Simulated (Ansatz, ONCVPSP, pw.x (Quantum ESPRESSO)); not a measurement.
# indium (In): does the ONCV potential hold in the solid?

| Item | Value |
| --- | --- |
| Element | In (Z = 49) |
| Generator | ONCVPSP 4.0.1.1 (patched build) |
| Type | optimised norm-conserving Vanderbilt (ONCV) |
| Functional | PBE |
| Relativity | scalar-relativistic |
| Frozen core | [Kr] 4d10 |
| Valence charge | 3 |
| Reference configuration | 5s2 5p0.75 (charge +0.25) |
| Partial waves | 5s: rc 2.30 bohr, ncon 4, nbas 7, qcut 3.1 1/bohr, 2 projectors, debl 3.3 Ha; 5p: rc 2.30 bohr, ncon 4, nbas 8, qcut 3.2 1/bohr, local; d scattering state at 0.4 Ha: rc 2.70 bohr, ncon 4, nbas 7, qcut 3.8 1/bohr, 1 projector |
| Local potential | the p channel |
| Core correction | Teter function, fcfact 3.25, rcfact 1.2 |

Atomic tests: cutoffs needed: 5.8 Ha and 19 Ha (the cutoffs (Ha) at which the residual kinetic energy of the hardest occupied pseudo-wave falls to 1 and 0.1 mHa per electron) The cutoffs count occupied waves only; projector 2 of the s channel, the hardest unoccupied one, needs 25 Ha at the loose tolerance.; ghost test: no bound ghost flagged; GHOST(+) flagged for s at 147.2 eV; largest excitation error: -20 meV (all-electron minus pseudo) for 5s1 5p0, out of 4 test configurations.

Crystal test: bcc In in pw.x 7.5, no spin, 12³ k-points, Fermi–Dirac smearing 0.01 Ry, cutoffs 50/200 Ry. The reference is all-electron LAPW (Ansatz 0.2.0) with the same functional, mesh and smearing; V0 and B0 come from Birch–Murnaghan fits to the pressures at five volumes. Errors are pseudo minus all-electron; Δ is the rms difference of the E(V) curves that follow from these fits, minima aligned, over ±6 % about the mean V0. Mesh and smearing are coarse, so the numbers serve the comparison and aren't converged zero-temperature values; the lattice is a test structure that the element need not adopt.

```json
{"V (Å³/atom)": "26.725", "P all-electron (GPa)": "1.56", "P pseudo (GPa)": "-2.72"}
{"V (Å³/atom)": "27.429", "P all-electron (GPa)": "0.54", "P pseudo (GPa)": "-3.45"}
{"V (Å³/atom)": "28.132", "P all-electron (GPa)": "-0.33", "P pseudo (GPa)": "-4.06"}
{"V (Å³/atom)": "28.835", "P all-electron (GPa)": "-1.07", "P pseudo (GPa)": "-4.56"}
{"V (Å³/atom)": "29.539", "P all-electron (GPa)": "-1.70", "P pseudo (GPa)": "-4.98"}
```

All-electron: a0 = 3.819 Å (V0 = 27.85 Å³/atom), B0 = 33.9 GPa.

Pseudopotential: mean pressure error (GPa): -3.76. The pressure does not cross zero within the volumes sampled, so no fit is given. This is a poor potential for the solid. The atomic tests give no hint of an error of this size, and its cause was not traced.

Q: At the middle volume, how do free energy and pressure move when the wave cutoff is lowered (ecutrho kept at four times it)?

A:

| cutoff (Ry) | shift of F (meV/atom) | shift of P (GPa) |
| --- | --- | --- |
| 22 | +19.2 | -0.06 |
| 30 | +15.6 | -0.05 |
| 40 | +4.3 | -0.12 |

The run at the middle volume (72 k-points, 6 iterations) took about 7.2 s on one core of a shared host (Neoverse-V1, 32 threads, 247 GiB, load 21).
